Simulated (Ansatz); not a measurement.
Stationary points along a deformation path in Tl

Level of theory: DFT LDA, scalar-relativistic, plane waves, PAW in Ansatz. The runs took a 420 eV cutoff, a Γ-centred 18×18×18 mesh and Gaussian smearing (0.15 eV). Spin–orbit coupling is left out, which can shift energies with elements as heavy as these. No spin polarisation. Energies are free energies at this smearing, counted from the undisturbed cell; pressure is positive in compression.

The starting cell (as given, not relaxed at this level; it stands at -3.4 GPa; this fcc form isn't the usual structure):

```yaml
crystal:
  lattice:
    - [0.00000, 2.46634, 2.46634]
    - [2.46634, 0.00000, 2.46634]
    - [2.46634, 2.46634, 0.00000]
  atoms:
    - { symbol: Tl, position: [0.00000, 0.00000, 0.00000] }
```

At fixed volume and fractional coordinates, lengths along (0.000, 0.000, 1.000) are scaled against those across it; ρ is that ratio over its starting value. V = 30.005 Å³/atom. Δσ is the stress along the axis less the mean stress across it (compression positive).

```csv
ρ,ΔE (meV/atom),Δσ (GPa),space group
0.707,-14.2,0.00,Im-3m
0.850,-1.7,-0.38,I4/mmm
1.000,0.0,0.00,Fm-3m
1.200,4.3,-0.81,I4/mmm
1.414,47.7,-3.83,I4/mmm
```

How does the stress give the slope of the energy, and where is the energy stationary?

Along the path d ln(length) is 2/3 d ln ρ on the axis and −1/3 d ln ρ across it, so dE/d ln ρ = −(2/3) V Δσ: the energy falls with ρ where Δσ is positive. Δσ vanishes or changes sign at ρ = 0.707 (Im-3m, an end of the scan), at -14.2 meV/atom; at ρ = 1.000 (Fm-3m), a stationary point at 0.0 meV/atom. Pairs of stationary points between two samples would go unseen, and could change a minimum read from distant neighbours into a maximum. At ρ = 0.707, 1.000 the cell is cubic, where symmetry alone makes the stress isotropic and the slope zero.

Is the start the lowest point of the path?

No: ρ = 0.707 lies 14.2 meV/atom lower, with no sampled rise above the start on the way. Volume and inner coordinates are held, so a relaxed structure there would lie lower still.

In a metal these slopes depend on the k mesh and the smearing.